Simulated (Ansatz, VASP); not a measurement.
# Cross-check of SiO2 between VASP and Ansatz, part 2 of 3

Wanted: the spread between two codes on one cell, functional and k mesh. Of the first pair: The cell is taken from a series of runs on this material, whose earlier steps may have relaxed, scaled, displaced or heated it; both programs get it as it stands.

VASP 6.6.1 and Ansatz 0.2.0.

So far: Starting point; VASP: relaxation of cell and atoms, PBEsol.

## 3. Ansatz: relaxation of cell and atoms, PBEsol

Level of this step: Ansatz beside VASP: Kohn-Sham DFT, plane waves, PBEsol (Ansatz).

Ansatz runs on its PAW soft_1 files.

The same cell, functional, mesh and smearing now go to Ansatz.

File input.yaml:

```yaml
crystal:
  lattice:
    - [4.9502670107, 0.0, 0.0]
    - [-2.4751335054, 4.2870569868, 0.0]
    - [0.0, 0.0, 5.4426194963]
  atoms:
    - { symbol: Si, position: [0.4704933886, 0.0, 0.6666666667] }
    - { symbol: Si, position: [0.0, 0.4704933886, 0.3333333333] }
    - { symbol: Si, position: [0.5295066114, 0.5295066114, 0.0] }
    - { symbol: O, position: [0.4125914612, 0.2667150205, 0.7857041737] }
    - { symbol: O, position: [0.7332849795, 0.1458764407, 0.4523708404] }
    - { symbol: O, position: [0.8541235593, 0.5874085388, 0.119037507] }
    - { symbol: O, position: [0.2667150205, 0.4125914612, 0.2142958263] }
    - { symbol: O, position: [0.1458764407, 0.7332849795, 0.5476291596] }
    - { symbol: O, position: [0.5874085388, 0.8541235593, 0.880962493] }
kpoints:
  mp_grid: { grid: [7, 7, 5] }
scf:
  occupations: { method: fermi_dirac, width: 0.02 }
hamiltonian:
  xc: pbesol
  pseudopotentials: { kind: paw, azcp: { folder: soft_1 }, xc_functional: pbe }
basis:
  ecutwfc: 600
output:
  forces: true
  stress: true
  write_density: true
  write_potential: true
  elf: true
  volumetric_format: npy
relax:
  f_tol: 0.005
  max_steps: 70
  cell: { stress_tol: 0.02, p_target: 0 }
```

Started as:

```bash
> ansatz run input.yaml --threads 4 --pin off --max-ram 10240MiB --backend cpu --events-out ev --progress --plain --runs-dir out
```

Numbers of over 12 decimals in the logs are rounded to 6 here.

Log:

```text
Engine: ansatz 0.2.0, x86_64-unknown-linux-gnu
Pseudopotentials: kind: paw
Pseudopotential: Si, paw, valence charge 4, recommended cutoff 420 eV (normal), soft_1/Si.paw.azcp
Pseudopotential: O, paw, valence charge 6, recommended cutoff 420 eV (normal), soft_1/O.paw.azcp
Functional definition: PBEsol
  exchange = pbesol_x
  correlation = pbesol_c
Crystal: 9 atoms, lattice volume = 115.504 Å³
Basis set: ecut = 600 eV, 3837 PW (Γ), exchange–correlation on 80×80×90 points (8 copies of the dense FFT grid, shifted against one another)
Bands: 33, of which v1, the nominal top of the filled ones, is band 24 counted from 1 (23 counted from 0)
Symmetry: 6 space group operations
Space group: P3221 (ITA 154), of the structure as read, at distance tolerance 4.9e-5 Å
k-points: 32 of 245 (time reversal used)
Non-local potential: Si, projectors of the file, l = 0: 2, l = 1: 2, l = 2: 1
Non-local potential: O, projectors of the file, l = 0: 2, l = 1: 2, l = 2: 1
PAW form: soft (Blöchl's): semilocal exchange-correlation on the pseudo side does not see the compensation charge
PAW frozen core: Si, regenerated for the run's functional, and the local potential with it (the file was generated under x = pbe(κ = 0.804, μ = 0.219515), c = pbe(β = 0.066725))
PAW frozen core: O, regenerated for the run's functional, and the local potential with it (the file was generated under x = pbe(κ = 0.804, μ = 0.219515), c = pbe(β = 0.066725))
PAW one-centre angular grid: Si, 110 points (default); XC on 64 Gauss nodes
PAW one-centre angular grid: O, 110 points (default); XC on 64 Gauss nodes
Initial density: superposition of atomic densities (chi_scale 0.1, normalization cell, long waves kept (reshape's long-wave potential 0.01 eV rms))
Initial wavefunctions: pseudopotential atomic-orbital guess
Functional: x = pbesol(κ = 0.804, μ = 0.123457), c = pbesol(β = 0.046)
SCF iter   1: F=—  HF=-5244.232813 eV  |F-HF|=—  |Δ(HF+E_count)|=         —  Δρ=1.22e-1  dr2=1.55e1  ethr=3.10e-3  ⟨swp⟩=7.2  Hψ=5564  notcnv=0
preconditioner: auto → Resta (q_TF=auto, 2.357 Å⁻¹)  ε∞=2.8  [insulator: Δε(μ)=6.999 eV  Ē_g=17.824 eV  σ=0.020 eV  W_gap=1.00  n_scr=22 (ndim 8)  ℏωp=23.9 eV  f_vac=0.005  D(μ)=0.00/eV (n_scr^D=0)  ε∞_Penn≈2.8]
SCF iter   2: F=—  HF=-5239.996466 eV  |F-HF|=—  |Δ(HF+E_count)|=    4.24e0  Δρ=4.27e-2  dr2=8.71e-1  ethr=3.10e-3  ⟨swp⟩=3.4  Hψ=2521  notcnv=0  defer=77
SCF iter   3: F=—  HF=-5239.903553 eV  |F-HF|=—  |Δ(HF+E_count)|=   9.29e-2  Δρ=2.06e-2  dr2=2.72e-1  ethr=1.81e-3  ⟨swp⟩=2.0  Hψ=1189  notcnv=0  defer=77
SCF iter   4: F=—  HF=-5239.900596 eV  |F-HF|=—  |Δ(HF+E_count)|=   2.96e-3  Δρ=1.54e-3  dr2=2.46e-3  ethr=5.67e-4  ⟨swp⟩=3.0  Hψ=1939  notcnv=0  defer=77
SCF iter   5: F=—  HF=-5239.905337 eV  |F-HF|=—  |Δ(HF+E_count)|=   4.74e-3  Δρ=3.40e-4  dr2=1.84e-4  ethr=5.13e-6  ⟨swp⟩=3.0  Hψ=2014  notcnv=0  defer=77
SCF iter   6: F=—  HF=-5239.905622 eV  |F-HF|=—  |Δ(HF+E_count)|=   2.85e-4  Δρ=8.69e-5  dr2=1.34e-5  ethr=3.84e-7  ⟨swp⟩=2.0  Hψ=1779  notcnv=0  defer=77
SCF iter   7: F=—  HF=-5239.905647 eV  |F-HF|=—  |Δ(HF+E_count)|=   2.45e-5  Δρ=1.53e-5  dr2=2.87e-7  ethr=2.79e-8  ⟨swp⟩=2.0  Hψ=1816  notcnv=0  defer=77
SCF iter   8: F=-5239.905648 eV  HF=-5239.905648 eV  |F-HF|=1.35e-8  |Δ(HF+E_count)|=   7.11e-7  Δρ=3.02e-6  dr2=1.15e-8  ethr=2.08e-10  ⟨swp⟩=10.0  Hψ=7522  notcnv=0
SCF 1 converged in 8 iterations: F = -5239.905648 eV  dr2 = 1.15e-8
  greatest PAW one-centre occupation: 0.859 electrons in one spin orbital (limit 2), on the O atom at site 7 (counted from 0), in its partial waves of l = 0
relax step   1: F+E_penalty+E_count = -5239.90564751 eV  Δ(F+E_penalty+E_count) = +0.000e0 eV  max|allowed force component| = 9.980e-4 eV/Å  Δτ_max = 0.0000 Å  P = -0.001 GPa  Ω = 115.504 Å³  (8 SCF iters, dr2 threshold 1.00e-7 eV, accepted)
Initial density: handed on by an earlier stage of this run
Initial wavefunctions: pseudopotential atomic-orbital guess (no wavefunctions were taken with the density)
iter 1 solved again at ethr=2.37e-7 eV; its pass at ethr=3.10e-3 eV (dr2=1.14e-4 eV) is discarded
SCF iter   1: F=—  HF=-5239.905644 eV  |F-HF|=—  |Δ(HF+E_count)|=         —  Δρ=3.10e-6  dr2=1.10e-8  ethr=2.37e-7  ⟨swp⟩=4.1  Hψ=9513  notcnv=0
eigensolver tolerance schedule: the retry pair's looser diagonalisation over-reported the residual by 10317.81 of it (diagonalisation noise at 3.76 of the residual, at the tolerance the schedule requests for it); recorded, not acted on — ethr = c·dr2/N_el stays at c = 1.0e-1
preconditioner: auto → Resta (q_TF=auto, 2.357 Å⁻¹)  ε∞=3.1  [insulator: Δε(μ)=5.729 eV  Ē_g=16.688 eV  σ=0.020 eV  W_gap=1.00  n_scr=22 (ndim 8)  ℏωp=23.9 eV  f_vac=0.111  D(μ)=0.00/eV (n_scr^D=0)  ε∞_Penn≈3.1]
SCF iter   2: F=—  HF=-5239.905648 eV  |F-HF|=—  |Δ(HF+E_count)|=   3.74e-6  Δρ=1.74e-6  dr2=3.93e-9  ethr=2.30e-11  ⟨swp⟩=4.2  Hψ=2880  notcnv=0
SCF iter   3: F=—  HF=-5239.905648 eV  |F-HF|=—  |Δ(HF+E_count)|=   7.32e-9  Δρ=6.64e-7  dr2=3.59e-10  ethr=8.19e-12  ⟨swp⟩=2.0  Hψ=1631  notcnv=0
SCF iter   4: F=—  HF=-5239.905648 eV  |F-HF|=—  |Δ(HF+E_count)|=  7.20e-10  Δρ=3.02e-7  dr2=5.32e-11  ethr=1.00e-12  ⟨swp⟩=2.0  Hψ=1590  notcnv=0
SCF iter   5: F=-5239.905648 eV  HF=-5239.905648 eV  |F-HF|=9.09e-13  |Δ(HF+E_count)|=  5.00e-11  Δρ=1.32e-7  dr2=1.30e-11  ethr=1.00e-12  ⟨swp⟩=7.3  Hψ=5129  notcnv=0
SCF 2 converged in 5 iterations: F = -5239.905648 eV  dr2 = 1.30e-11
  greatest PAW one-centre occupation: 0.859 electrons in one spin orbital (limit 2), on the O atom at site 8 (counted from 0), in its partial waves of l = 0
relax step   2: F+E_penalty+E_count = -5239.90564752 eV  Δ(F+E_penalty+E_count) = -4.139e-9 eV  max|allowed force component| = 9.829e-4 eV/Å  Δτ_max = 0.0000 Å  P = -0.001 GPa  Ω = 115.504 Å³  stress off target by 1.57e-3 GPa  SCF on the basis re-selected at this cell (its energy is not comparable with the rows above)  (5 SCF iters)
basis re-selected at this cell: Δ(F+E_penalty+E_count) = -4.139e-9 eV, ΔP = -0.000 GPa vs the last step (what re-selecting the basis moved, of the pressure what is left beyond the Pulay correction that the steps carried, after the strain that the cell walked since its last selection, with what the two solves' SCF thresholds leave and, on support functions, any second-order correction that the steps lacked; it is no m [...]
SCF converged after 5 iterations
Free energy (F): -5239.905648 eV
Harris-Foulkes:  -5239.905648 eV  (|F-HF|=9.09e-13)
Internal energy: -5239.905648 eV  (E = F + TS)
E sigma→0 (E₀):  -5239.905648 eV
Fermi energy:    5.122127 eV
--- Per-component energies (eV) ---
  E_band       = -217.271428
  E_kinetic    = 1160.999199
  E_local      = -2940.293810  (includes V_loc(G=0)·N_el)
  E_nonlocal   = 383.006717
  E_hartree    = 1071.949188
  E_xc         = -594.760497
  E_vxc        = -691.394269  (∫ρ·V_xc dr)
  E_paw        = -2442.085797  (= ΣΔE_a)
  E_vpaw       = -273.488705  (= ΣTr[D̂ρ^β])
  E_aug_tail   = 0.001221  (compensation charges beyond the density's cutoff)
  E_ewald      = -1879.028278
  E_core_change = 0.306410  (= ΣΔE_core)
  E_smearing   = -0.000000  (= −TS)
  E_closure    = -0.000000  (closes the sum)
  Σ components = -5239.905648   (vs F -5239.905648, Δ=0.00e0)
--- Forces (eV/Å), atoms counted from 1 ---
  atom   1  Si    -0.00095537    -0.00000000    -0.00000000
  atom   2  Si     0.00047768    -0.00082737     0.00000000
  atom   3  Si     0.00047768     0.00082737     0.00000000
  atom   4  O     -0.00028128    -0.00097258    -0.00082640
  atom   5  O      0.00098292     0.00024269    -0.00082640
  atom   6  O     -0.00070164     0.00072989    -0.00082640
  atom   7  O     -0.00070164    -0.00072989     0.00082640
  atom   8  O     -0.00028128     0.00097258     0.00082640
  atom   9  O      0.00098292    -0.00024269     0.00082640
  max |Σ_I F_I| component: 4.05e-17 eV/Å
--- Stress (GPa, compression-positive) ---
       -0.001566       0.000000      -0.000000
        0.000000      -0.001566       0.000000
       -0.000000      -0.000000      -0.000098
  P = ⅓ Tr σ = -0.0011 GPa (-0.011 kbar)
--- Band table (eV; the first three rows and the last of 32) ---
  k-point 0: bands = [... 20 lower, 1.2366, 1.5556, 1.9247, 1.9247, 7.9589, 11.2954, 11.2954, 11.7384, ... 5 higher]
  k-point 1: bands = [... 20 lower, 1.2117, 1.6546, 1.9678, 2.1149, 8.3532, 11.1528, 11.3069, 11.3445, ... 5 higher]
  k-point 2: bands = [... 20 lower, 1.0564, 1.8956, 2.1142, 2.1249, 9.3284, 10.4689, 11.0866, 11.4225, ... 5 higher]
  k-point 31: bands = [... 20 lower, 1.3631, 1.5006, 1.6747, 1.8525, 10.7778, 11.4675, 11.6946, 12.0175, ... 5 higher]
--- Relaxed structure (1 steps of the walk, 1 accepted, 1 SCFs on fresh bases) ---
  F+E_penalty+E_count = -5239.90564752 eV   max|allowed force component| = 9.829e-4 eV/Å   (the final SCF, on the basis selected at the relaxed cell)
  cell:  # Å, volume = 115.5037 Å³
    - [4.950267, 2.8867383113244846e-11, 0.0]
    - [-2.475134, 4.287057, 0.0]
    - [0.0, 0.0, 5.4426194963]
  atoms:
    - { symbol: Si, position: [0.4704933886, 0.0, 0.666667] }
    - { symbol: Si, position: [0.0, 0.4704933886, 0.333333] }
    - { symbol: Si, position: [0.5295066114, 0.5295066114, 0.0] }
    - { symbol: O, position: [0.4125914612, 0.2667150205, 0.7857041737] }
    - { symbol: O, position: [0.733285, 0.1458764407, 0.452371] }
    - { symbol: O, position: [0.8541235593, 0.5874085388, 0.119038] }
    - { symbol: O, position: [0.2667150205, 0.4125914612, 0.2142958263] }
    - { symbol: O, position: [0.145876, 0.7332849795, 0.547629] }
    - { symbol: O, position: [0.5874085388, 0.854124, 0.880962] }
```

The column dr2 measures how far the density is from self-consistency, as an energy; F and HF (Harris–Foulkes) agree once it is small.

## 4. Side by side

Known differences besides the potentials themselves: Ansatz makes its cores anew for this functional, VASP keeps those of its PBE data sets; Ansatz adds a Pulay correction to the stress that steers its cell, VASP none. Total energies have different zeros and are not compared.

The two programs side by side:

```csv
quantity,Ansatz,VASP,difference
volume (Å³),115.50,115.68,-0.15 %
"edge a after relaxation, in the typed setting (Å)",4.950,4.952,-0.04 %
"edge c after relaxation, in the typed setting (Å)",5.443,5.446,-0.07 %
```

## 5. Ansatz: relaxation, PBEsol

This run makes the geometry at which the two programs are then compared.

The structure compared here is the end of the Ansatz relaxation.

input.yaml, as its differences from that of step 3:

```diff
@@ -34,2 +34,2 @@
   max_steps: 70
-  cell: { stress_tol: 0.02, p_target: 0 }
+  cell: { stress_tol: 0.02, p_target: -1 }
```

Log:

```text
[...]
Crystal: 9 atoms, lattice volume = 115.504 Å³
Basis set: ecut = 600 eV, 3837 PW (Γ), exchange–correlation on 80×80×90 points (8 copies of the dense FFT grid, shifted against one another)
Bands: 33, of which v1, the nominal top of the filled ones, is band 24 counted from 1 (23 counted from 0)
Symmetry: 6 space group operations
[...]
k-points: 32 of 245 (time reversal used)
[...]
- { symbol: Si, position: [0.522764, 0.522764, -2.213399414304835e-19] }
    - { symbol: O, position: [0.415137, 0.254674, 0.795589] }
    - { symbol: O, position: [0.745326, 0.160464, 0.462255] }
    - { symbol: O, position: [0.839536, 0.584863, 0.128922] }
    - { symbol: O, position: [0.254674, 0.415137, 0.204411] }
    - { symbol: O, position: [0.160464, 0.745326, 0.537745] }
    - { symbol: O, position: [0.584863, 0.839536, 0.871078] }
[key lines of the parts left out:]
SCF converged after 6 iterations
Free energy (F): -5239.892295 eV
Fermi energy:    4.772228 eV
P = ⅓ Tr σ = -1.0082 GPa (-10.082 kbar)
```

## 6. VASP: single point, PBEsol, pair 2

The same cell, functional, mesh and smearing now go to VASP, with its own data sets.

File INCAR:

```
SYSTEM = SiO2
PREC = Accurate
ENCUT = 600
EDIFF = 1E-06
NELM = 120
ISMEAR = -1
SIGMA = 0.02
LREAL = .FALSE.
ALGO = Normal
GGA = PS
NBANDS = 33
LORBIT = 11
LWAVE = .FALSE.
LCHARG = .FALSE.
ISIF = 2
LASPH = .TRUE.
GGA_COMPAT = .FALSE.
EFERMI = MIDGAP
KPAR = 2
```

File POSCAR:

```
SiO2
1.0
    5.0137349426      0.0000000000      0.0000000000
   -2.5068674713      4.3420218281      0.0000000000
    0.0000000000      0.0000000000      5.4952278751
Si O
3 6
Direct
    0.4772364871      0.0000000000      0.6666666667
    0.0000000000      0.4772364871      0.3333333333
    0.5227635129      0.5227635129      0.0000000000
    0.4151372549      0.2546737051      0.7955887684
    0.7453262949      0.1604635498      0.4622554351
    0.8395364502      0.5848627451      0.1289221018
    0.2546737051      0.4151372549      0.2044112316
    0.1604635498      0.7453262949      0.5377445649
    0.5848627451      0.8395364502      0.8710778982
```

File KPOINTS:

```
Automatic mesh
0
Gamma
7 7 5
0 0 0
```

Potentials, in the order of the species: Si and O (PBE family, release 64).

Started as:

```bash
> mpirun -np 2 vasp_std
```

Log:

```text
[banner, memory and clock lines left out]
running    2 mpi-ranks, on    1 nodes
[...]
[... a notice as in an earlier step ...]

 LDA part: xc-table for (Slater+PW92), standard interpolation
 POSCAR, INCAR and KPOINTS ok, starting setup
[...]
entering main loop
       N       E                     dE             d eps       ncg     rms          rms(c)
DAV:   1     0.303571297268E+03    0.30357E+03   -0.26917E+04  2112   0.149E+03
DAV:   2    -0.615765900231E+02   -0.36515E+03   -0.35143E+03  2757   0.320E+02
DAV:   3    -0.825118225327E+02   -0.20935E+02   -0.20838E+02  2663   0.813E+01
DAV:   4    -0.827594426825E+02   -0.24762E+00   -0.24734E+00  2664   0.980E+00
[...]
DAV:  12    -0.740266928993E+02   -0.61146E-05   -0.38558E-05  2648   0.366E-02    0.190E-02
DAV:  13    -0.740266969178E+02   -0.40185E-05   -0.21534E-05  2536   0.242E-02    0.385E-03
DAV:  14    -0.740266973843E+02   -0.46646E-06   -0.73554E-07  1880   0.517E-03
   1 F= -.74026697E+02 E0= -.74026697E+02  d E =0.000000E+00
```

OUTCAR, selected parts (step 6):

```text
  Total       -0.5878369     -0.5878369     -0.5434741      0.0000000      0.0000000      0.0000000
  in kB       -7.8727839     -7.8727839     -7.2786425      0.0000000      0.0000000      0.0000000
  external PRESSURE =      -7.6747368 kB  Pullay stress =       0.0000000 kB

 POSITION                                       TOTAL-FORCE (eV/Angst)
 -----------------------------------------------------------------------------------
      2.39274      0.00000      3.66349        -0.016603      0.000000     -0.000000
     -1.19637      2.07217      1.83174         0.008301     -0.014379     -0.000000
      1.31050      2.26985      0.00000         0.008301      0.014379     -0.000000
      1.44295      1.10580      4.37194        -0.006950      0.001212     -0.003191
      3.33461      0.69674      2.54020         0.002425     -0.006625     -0.003191
      2.74304      2.53949      0.70846         0.004525      0.005412     -0.003191
      0.23617      1.80254      1.12329         0.004525     -0.005412      0.003191
     -1.06391      3.23622      2.95503        -0.006950     -0.001212      0.003191
      0.82774      3.64529      4.78677         0.002425      0.006625      0.003191
 -----------------------------------------------------------------------------------
    total drift:                               -0.000002     -0.000003      0.000000

  FREE ENERGIE OF THE ION-ELECTRON SYSTEM (eV)
  ---------------------------------------------------
  free  energy   TOTEN  =       -74.0266973843 eV

  energy  without entropy=      -74.0266973843  energy(sigma->0) =      -74.02669738

[... 1 part as in an earlier step ...]

[... 2 further parts left out ...]
[key lines of the parts left out:]
E-fermi :   3.4042
```

The run ends at a pressure of -0.77 GPa, with forces up to 0.017 eV/Å.

## 7. Differences

What differs besides the data sets and the points named for the pairs above, as far as they apply: Ansatz's pressure holds a Pulay correction, VASP's none. Total energies have different zeros and are not compared.

Both answers:

```csv
quantity,Ansatz,VASP,difference
pressure (GPa),-1.01,-0.77,-0.24
gap on the k mesh (eV),5.647,5.644,+0.002
```

At this near-relaxed geometry the largest component of a force difference is 13 meV/Å. A gap on the mesh is an upper bound, since the band edges may lie between its points.

(Part 2 of 3 ends here.)

[Lines on the potential files, build, host, timing and source positions are cut from VASP's logs without a mark.]

[Logs are printed without paths, hosts, clocks, repeated set-up lines and the standing remarks that a program may print on its own settings, such as how far it seeks lower states.]

[Hosts, paths, dates, database ids (printed as entryN), source tags and the programs' standing remarks are cut or masked in the printed files.]
